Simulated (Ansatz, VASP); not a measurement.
HfC: VASP beside Ansatz

```
Hf C
1.0
     0.00000    2.32575    2.32575
     2.32575    0.00000    2.32575
     2.32575    2.32575    0.00000
Hf C
1 1
Direct
  0.50000 0.50000 0.50000
  0.00000 0.00000 0.00000
```

Alike in both runs: functional PBE; k mesh 16 × 16 × 16; occupations gaussian, width 0.1 eV; no spin polarisation.

Ansatz relaxed the structure, and its values are those at the end. VASP's run is a single point on that final structure, the one shown.

|  | VASP | Ansatz |
| --- | --- | --- |
| version | VASP 6.6.1 | Ansatz 0.2.0 |
| potentials or method | VASP PAW PBE potentials, release 64 (Hf_pv, C) | scalar-relativistic, plane waves, PAW |
| plane-wave cutoff (eV) | 520 | 420 |
| valence electrons in the cell | 14 | 30 |

VASP gave:

```
gap on the k mesh at the Fermi level (eV) : none
pressure (GPa)                            : -0.7
```

**Question.** Which values does Ansatz return?

**Answer.** gap on the k mesh at the Fermi level (eV): none; pressure (GPa): 0.0.

A gap of «none» marks a metal or a gap that the smearing closes. The functional is the same, so the differences come from potentials, cutoffs and numerics. The two sets of potentials don't hold the same shells in valence.

Spin-orbit coupling is left out, which matters for the levels of Hf.
